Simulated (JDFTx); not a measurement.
# SrO (Fm-3m) in JDFTx: a series of runs

Aim: see how the results for SrO move with the level of theory and the settings. Levels: LDA, PBEsol. Tasks: band structure.

Program: JDFTx 1.7.0 (patched build). These are calculated values, not measurements. Logs are shortened: lines on timing, memory, paths and dates and some standing lists are left out, and cuts for length are marked. The log counts tension as positive stress, the text compression.

## (1) The crystal as given

The structure is cubic, space group Fm-3m (No. 225). Conventional cell: a = 5.133 Å, b = 5.133 Å, c = 5.133 Å, α = 90.00°, β = 90.00°, γ = 90.00°. Around Sr (site symmetry m-3m) lie 6 O at 2.57 Å. O (site symmetry m-3m) is surrounded by 6 Sr at 2.57 Å.

## (2) Band structure, LDA

File bands.in:

```
lattice \
    0.0000000000     2.5663000000     2.5663000000 \
    2.5663000000     0.0000000000     2.5663000000 \
    2.5663000000     2.5663000000     0.0000000000
latt-scale 1.889726124626 1.889726124626 1.889726124626
coords-type Lattice
ion Sr     0.5000000000     0.5000000000     0.5000000000 1
ion O      0.0000000000     0.0000000000     0.0000000000 1

ion-species pseudo/Sr.upf
ion-species pseudo/O.upf
elec-cutoff 42 336
elec-ex-corr lda-PW
elec-smearing Fermi 0.0018374661
elec-n-bands 14
electronic-minimize nIterations 30 energyDiffThreshold 1e-06
davidson-band-ratio 1.3
forces-output-coords Cartesian
include path.kpoints
symmetries none
fix-electron-density run.$VAR

dump-name bands.$VAR
dump End Ecomponents EigStats BandEigs Kpoints Forces
```

File path.kpoints:

```
kpoint +0.0000000000 +0.0000000000 +0.0000000000 0.020000000000
kpoint +0.0714285714 +0.0000000000 +0.0714285714 0.020000000000
kpoint +0.1428571429 +0.0000000000 +0.1428571429 0.020000000000
kpoint +0.2142857143 +0.0000000000 +0.2142857143 0.020000000000
kpoint +0.2857142857 +0.0000000000 +0.2857142857 0.020000000000
kpoint +0.3571428571 +0.0000000000 +0.3571428571 0.020000000000
kpoint +0.4285714286 +0.0000000000 +0.4285714286 0.020000000000
kpoint +0.5000000000 +0.0000000000 +0.5000000000 0.020000000000
kpoint +0.5000000000 +0.0833333333 +0.5833333333 0.020000000000
kpoint +0.5000000000 +0.1666666667 +0.6666666667 0.020000000000
kpoint +0.5000000000 +0.2500000000 +0.7500000000 0.020000000000
kpoint +0.4375000000 +0.3125000000 +0.7500000000 0.020000000000
kpoint +0.3750000000 +0.3750000000 +0.7500000000 0.020000000000
kpoint +0.3281250000 +0.3281250000 +0.6562500000 0.020000000000
kpoint +0.2812500000 +0.2812500000 +0.5625000000 0.020000000000
kpoint +0.2343750000 +0.2343750000 +0.4687500000 0.020000000000
kpoint +0.1875000000 +0.1875000000 +0.3750000000 0.020000000000
kpoint +0.1406250000 +0.1406250000 +0.2812500000 0.020000000000
kpoint +0.0937500000 +0.0937500000 +0.1875000000 0.020000000000
kpoint +0.0468750000 +0.0468750000 +0.0937500000 0.020000000000
kpoint +0.0000000000 +0.0000000000 +0.0000000000 0.020000000000
kpoint +0.0833333333 +0.0833333333 +0.0833333333 0.020000000000
kpoint +0.1666666667 +0.1666666667 +0.1666666667 0.020000000000
kpoint +0.2500000000 +0.2500000000 +0.2500000000 0.020000000000
kpoint +0.3333333333 +0.3333333333 +0.3333333333 0.020000000000
kpoint +0.4166666667 +0.4166666667 +0.4166666667 0.020000000000
kpoint +0.5000000000 +0.5000000000 +0.5000000000 0.020000000000
kpoint +0.5250000000 +0.4500000000 +0.5250000000 0.020000000000
kpoint +0.5500000000 +0.4000000000 +0.5500000000 0.020000000000
kpoint +0.5750000000 +0.3500000000 +0.5750000000 0.020000000000
kpoint +0.6000000000 +0.3000000000 +0.6000000000 0.020000000000
kpoint +0.6250000000 +0.2500000000 +0.6250000000 0.020000000000
kpoint +0.5625000000 +0.2500000000 +0.6875000000 0.020000000000
kpoint +0.5000000000 +0.2500000000 +0.7500000000 0.020000000000
kpoint +0.5000000000 +0.2916666667 +0.7083333333 0.020000000000
kpoint +0.5000000000 +0.3333333333 +0.6666666667 0.020000000000
kpoint +0.5000000000 +0.3750000000 +0.6250000000 0.020000000000
kpoint +0.5000000000 +0.4166666667 +0.5833333333 0.020000000000
kpoint +0.5000000000 +0.4583333333 +0.5416666667 0.020000000000
kpoint +0.5000000000 +0.5000000000 +0.5000000000 0.020000000000
kpoint +0.4791666667 +0.4791666667 +0.5416666667 0.020000000000
kpoint +0.4583333333 +0.4583333333 +0.5833333333 0.020000000000
kpoint +0.4375000000 +0.4375000000 +0.6250000000 0.020000000000
kpoint +0.4166666667 +0.4166666667 +0.6666666667 0.020000000000
kpoint +0.3958333333 +0.3958333333 +0.7083333333 0.020000000000
kpoint +0.3750000000 +0.3750000000 +0.7500000000 0.020000000000
kpoint +0.6250000000 +0.2500000000 +0.6250000000 0.020000000000
kpoint +0.5833333333 +0.1666666667 +0.5833333333 0.020000000000
kpoint +0.5416666667 +0.0833333333 +0.5416666667 0.020000000000
kpoint +0.5000000000 +0.0000000000 +0.5000000000 0.020000000000
```

Potentials or basis: PseudoDojo-SR-LDA-0.4.1-standard with smoothed tails.

On the command line:

```bash
> jdftx -c 1 -i bands.in -o bands.out
```

The log of the run:

```text
*************** JDFTx 1.7.0 (patched build) ***************

Input parsed successfully to the following command list (including defaults):
[... the input with its defaults ...]

---------- Initializing the Grid ----------
R =
[            0       4.8496       4.8496  ]
[       4.8496            0       4.8496  ]
[       4.8496       4.8496            0  ]
unit cell volume = 228.112
G =
[  -0.647804   0.647804   0.647804  ]
[   0.647804  -0.647804   0.647804  ]
[   0.647804   0.647804  -0.647804  ]
Minimum fftbox size, Smin = [  60  60  60  ]
Chosen fftbox size, S = [  60  60  60  ]

---------- Initializing tighter grid for wavefunction operations ----------
R =
[            0       4.8496       4.8496  ]
[       4.8496            0       4.8496  ]
[       4.8496       4.8496            0  ]
unit cell volume = 228.112
G =
[  -0.647804   0.647804   0.647804  ]
[   0.647804  -0.647804   0.647804  ]
[   0.647804   0.647804  -0.647804  ]
Minimum fftbox size, Smin = [  44  44  44  ]
Chosen fftbox size, S = [  48  48  48  ]

---------- Exchange Correlation functional ----------
Initalized Slater LDA exchange.
Initalized Perdew-Wang LDA correlation.

---------- Setting up pseudopotentials ----------
Width of ionic core gaussian charges (only for fluid interactions / plotting) set to 0

Reading pseudopotential file 'pseudo/Sr.upf':
  'Sr' pseudopotential, 'SLA  PW   NOGX NOGC' functional
  Generated using ONCVPSP code by D. R. Hamann
  10 valence electrons, 3 orbitals, 6 projectors, 1001 radial grid points, with lMax = 2
    4S    l: 0   occupation:  2.0   eigenvalue: -1.503733
    4P    l: 1   occupation:  6.0   eigenvalue: -0.840087
    5S    l: 0   occupation:  2.0   eigenvalue: -0.133819
  Core radius for overlap checks: 1.50 bohrs.

Reading pseudopotential file 'pseudo/O.upf':
  'O' pseudopotential, 'SLA  PW   NOGX NOGC' functional
  Generated using ONCVPSP code by D. R. Hamann
  6 valence electrons, 2 orbitals, 5 projectors, 926 radial grid points, with lMax = 2
    2S    l: 0   occupation:  2.0   eigenvalue: -0.872925
    2P    l: 1   occupation:  4.0   eigenvalue: -0.338004
  Core radius for overlap checks: 1.39 bohrs.

Initialized 2 species with 2 total atoms.

Folded 50 k-points by 1x1x1 to 50 k-points.

---------- Setting up k-points, bands, fillings ----------
No reducable k-points.
Computing the number of bands and number of electrons
Calculating initial fillings.
nElectrons:  16.000000   nBands: 14   nStates: 50

----- Setting up reduced wavefunction bases (one per k-point) -----
average nbasis = 2963.220 , ideal nbasis = 2965.629

---------- Setting up ewald sum ----------
Optimum gaussian width for ewald sums = 2.202606 bohr.
Real space sum over 1331 unit cells with max indices [  5  5  5  ]
Reciprocal space sum over 2197 terms with max indices [  6  6  6  ]

---------- Allocating electronic variables ----------
Reading n from file 'run.n' ... done
Initializing wave functions:  linear combination of atomic orbitals
Note: number of bands (14) exceeds available atomic orbitals (9)

----------- Band structure minimization -------------
Minimization will be done independently for each quantum number.

---- Minimization of quantum number:     0  [ +0.0000000 +0.0000000 +0.0000000 ]  0.040000000 ----
BandDavidson: Iter:   0  Eband: +0.171037351466752
BandDavidson: Iter:   1  Eband: +0.109110299628668  dEband: -6.192705e-02
BandDavidson: Iter:   2  Eband: +0.094109051075334  dEband: -1.500125e-02
BandDavidson: Iter:   3  Eband: +0.089062443918491  dEband: -5.046607e-03
[... 669 lines of inner loops ...]
BandDavidson: Iter:   9  Eband: +0.104899014522383  dEband: -1.328296e-06
BandDavidson: Iter:  10  Eband: +0.104898742382651  dEband: -2.721397e-07
BandDavidson: Converged (dEband<1.000000e-06)
	FillingsUpdate:  mu: +0.348691954  nElectrons: 16.000000

Dumping 'bands.eigStats' ...
	eMin: -0.897102 at state 0 ( [ +0.000000 +0.000000 +0.000000 ] spin 0 )
	HOMO: +0.282026 at state 0 ( [ +0.000000 +0.000000 +0.000000 ] spin 0 )
	mu  : +0.348692
	LUMO: +0.398269 at state 7 ( [ +0.500000 +0.000000 +0.500000 ] spin 0 )
	eMax: +0.760148 at state 14 ( [ +0.281250 +0.281250 -0.437500 ] spin 0 )
	HOMO-LUMO gap: +0.116243
	Optical gap  : +0.118887 at state 49 ( [ +0.500000 +0.000000 +0.500000 ] spin 0 )
Done!
[note: mu, HOMO and LUMO in a band run belong to the points of the path alone and aren't those of the crystal]
```

It took 34 s on 1 thread of Arm Neoverse V2, shared host; peak memory 0.09 GiB.

Results:

```yaml
Band_gap_along_the_path: 3.16 eV, indirect (least direct gap 3.24 eV)
```

Levels at the corners of the path, in eV from the valence-band top:
```csv
point,band 4,band 5,band 6,band 7,band 8,band 9,band 10,band 11,band 12
Γ,-13.73,-13.73,0.00,0.00,0.00,3.86,6.19,6.19,6.19
X,-14.12,-14.12,-0.39,-0.07,-0.07,3.16,7.85,10.17,10.30
W,-14.45,-13.08,-1.14,-0.41,-0.41,5.95,5.95,8.72,11.29
K,-14.01,-13.26,-0.96,-0.56,-0.44,4.70,7.84,8.82,10.25
Γ,-13.73,-13.73,0.00,0.00,0.00,3.86,6.19,6.19,6.19
L,-13.82,-12.44,-2.22,-1.14,-1.14,6.51,8.28,8.90,8.90
U,-14.01,-13.26,-0.96,-0.56,-0.44,4.70,7.84,8.82,10.25
W,-14.45,-13.08,-1.14,-0.41,-0.41,5.95,5.95,8.72,11.29
L,-13.82,-12.44,-2.22,-1.14,-1.14,6.51,8.28,8.90,8.90
K,-14.01,-13.26,-0.96,-0.56,-0.44,4.70,7.84,8.82,10.25
U,-14.01,-13.26,-0.96,-0.56,-0.44,4.70,7.84,8.82,10.25
X,-14.12,-14.12,-0.39,-0.07,-0.07,3.16,7.85,10.17,10.30
```

## (3) Band structure, PBEsol

File bands.in:

```
lattice \
    0.0000000000     4.8496041536     4.8496041536 \
    4.8496041536     0.0000000000     4.8496041536 \
    4.8496041536     4.8496041536     0.0000000000
coords-type Cartesian
ion Sr     4.8496041536     4.8496041536     4.8496041536 1
ion O      0.0000000000     0.0000000000     0.0000000000 1

ion-species pseudo/Sr.upf
ion-species pseudo/O.upf
elec-cutoff 42 336
elec-ex-corr gga-PBEsol
elec-smearing Fermi 0.0018374661
elec-n-bands 14
electronic-minimize nIterations 30 energyDiffThreshold 1e-06
davidson-band-ratio 1.3
forces-output-coords Cartesian
include path.kpoints
symmetries none
fix-electron-density run.$VAR

dump-name bands.$VAR
dump End Ecomponents EigStats BandEigs Kpoints Forces
```

path.kpoints is that of step 2.

Potentials or basis: PseudoDojo-SR-PBEsol-0.4.1-standard with smoothed tails.

On the command line:

```bash
> jdftx -c 1 -i bands.in -o bands.out
```

The log of the run:

```text
*************** JDFTx 1.7.0 (patched build) ***************

Input parsed successfully to the following command list (including defaults):
[... the input with its defaults ...]

---------- Initializing the Grid ----------
R =
[            0       4.8496       4.8496  ]
[       4.8496            0       4.8496  ]
[       4.8496       4.8496            0  ]
unit cell volume = 228.112
G =
[  -0.647804   0.647804   0.647804  ]
[   0.647804  -0.647804   0.647804  ]
[   0.647804   0.647804  -0.647804  ]
Minimum fftbox size, Smin = [  60  60  60  ]
Chosen fftbox size, S = [  60  60  60  ]

---------- Initializing tighter grid for wavefunction operations ----------
R =
[            0       4.8496       4.8496  ]
[       4.8496            0       4.8496  ]
[       4.8496       4.8496            0  ]
unit cell volume = 228.112
G =
[  -0.647804   0.647804   0.647804  ]
[   0.647804  -0.647804   0.647804  ]
[   0.647804   0.647804  -0.647804  ]
Minimum fftbox size, Smin = [  44  44  44  ]
Chosen fftbox size, S = [  48  48  48  ]

---------- Exchange Correlation functional ----------
Initalized PBEsol GGA exchange.
Initalized PBEsol GGA correlation.

---------- Setting up pseudopotentials ----------
Width of ionic core gaussian charges (only for fluid interactions / plotting) set to 0

Reading pseudopotential file 'pseudo/Sr.upf':
  'Sr' pseudopotential, 'PBESOL' functional
  Generated using ONCVPSP code by D. R. Hamann
  10 valence electrons, 3 orbitals, 6 projectors, 1001 radial grid points, with lMax = 2
    4S    l: 0   occupation:  2.0   eigenvalue: -1.502109
    4P    l: 1   occupation:  6.0   eigenvalue: -0.838136
    5S    l: 0   occupation:  2.0   eigenvalue: -0.129954
  Core radius for overlap checks: 1.50 bohrs.

Reading pseudopotential file 'pseudo/O.upf':
  'O' pseudopotential, 'PBESOL' functional
  Generated using ONCVPSP code by D. R. Hamann
  6 valence electrons, 2 orbitals, 5 projectors, 936 radial grid points, with lMax = 2
    2S    l: 0   occupation:  2.0   eigenvalue: -0.874950
    2P    l: 1   occupation:  4.0   eigenvalue: -0.329796
  Core radius for overlap checks: 1.39 bohrs.

Initialized 2 species with 2 total atoms.

Folded 50 k-points by 1x1x1 to 50 k-points.

---------- Setting up k-points, bands, fillings ----------
No reducable k-points.
Computing the number of bands and number of electrons
Calculating initial fillings.
nElectrons:  16.000000   nBands: 14   nStates: 50

----- Setting up reduced wavefunction bases (one per k-point) -----
average nbasis = 2963.220 , ideal nbasis = 2965.629

---------- Setting up ewald sum ----------
Optimum gaussian width for ewald sums = 2.202606 bohr.
Real space sum over 1331 unit cells with max indices [  5  5  5  ]
Reciprocal space sum over 2197 terms with max indices [  6  6  6  ]

---------- Allocating electronic variables ----------
Reading n from file 'run.n' ... done
Initializing wave functions:  linear combination of atomic orbitals
Note: number of bands (14) exceeds available atomic orbitals (9)

----------- Band structure minimization -------------
Minimization will be done independently for each quantum number.

---- Minimization of quantum number:     0  [ +0.0000000 +0.0000000 +0.0000000 ]  0.040000000 ----
BandDavidson: Iter:   0  Eband: +0.176365458409518
BandDavidson: Iter:   1  Eband: +0.113808811602554  dEband: -6.255665e-02
BandDavidson: Iter:   2  Eband: +0.098710903431751  dEband: -1.509791e-02
BandDavidson: Iter:   3  Eband: +0.093621161980649  dEband: -5.089741e-03
[... 673 lines of inner loops ...]
BandDavidson: Iter:   9  Eband: +0.109313042122383  dEband: -1.084957e-06
BandDavidson: Iter:  10  Eband: +0.109312807363677  dEband: -2.347587e-07
BandDavidson: Converged (dEband<1.000000e-06)
	FillingsUpdate:  mu: +0.359346494  nElectrons: 16.000000

Dumping 'bands.eigStats' ...
	eMin: -0.890769 at state 0 ( [ +0.000000 +0.000000 +0.000000 ] spin 0 )
	HOMO: +0.291024 at state 0 ( [ +0.000000 +0.000000 +0.000000 ] spin 0 )
	mu  : +0.359346
	LUMO: +0.408924 at state 49 ( [ +0.500000 +0.000000 +0.500000 ] spin 0 )
	eMax: +0.770610 at state 14 ( [ +0.281250 +0.281250 -0.437500 ] spin 0 )
	HOMO-LUMO gap: +0.117899
	Optical gap  : +0.120611 at state 49 ( [ +0.500000 +0.000000 +0.500000 ] spin 0 )
Done!
[note: mu, HOMO and LUMO in a band run belong to the points of the path alone and aren't those of the crystal]
```

Wall time 35 s (1 thread of Arm Neoverse V2, shared host); peak memory 0.11 GiB.

What came out:

| Item | Value |
| --- | --- |
| Band gap along the path | 3.21 eV, indirect (least direct gap 3.28 eV) |

Levels at the corners of the path, in eV from the valence-band top:
```
point  band 4  band 5  band 6  band 7  band 8  band 9  band 10  band 11  band 12
    Γ  -13.80  -13.80    0.00    0.00    0.00    3.90     6.23     6.23     6.23
    X  -14.19  -14.19   -0.40   -0.07   -0.07    3.21     7.86    10.22    10.29
    W  -14.51  -13.22   -1.13   -0.42   -0.42    5.98     5.98     8.70    11.28
    K  -14.08  -13.41   -0.95   -0.56   -0.45    4.74     7.88     8.81    10.27
    Γ  -13.80  -13.80    0.00    0.00    0.00    3.90     6.23     6.23     6.23
    L  -13.89  -12.61   -2.20   -1.13   -1.13    6.55     8.30     8.93     8.93
    U  -14.08  -13.41   -0.95   -0.56   -0.45    4.74     7.88     8.81    10.27
    W  -14.51  -13.22   -1.13   -0.42   -0.42    5.98     5.98     8.70    11.28
    L  -13.89  -12.61   -2.20   -1.13   -1.13    6.55     8.30     8.93     8.93
    K  -14.08  -13.41   -0.95   -0.56   -0.45    4.74     7.88     8.81    10.27
    U  -14.08  -13.41   -0.95   -0.56   -0.45    4.74     7.88     8.81    10.27
    X  -14.19  -14.19   -0.40   -0.07   -0.07    3.21     7.86    10.22    10.29
```
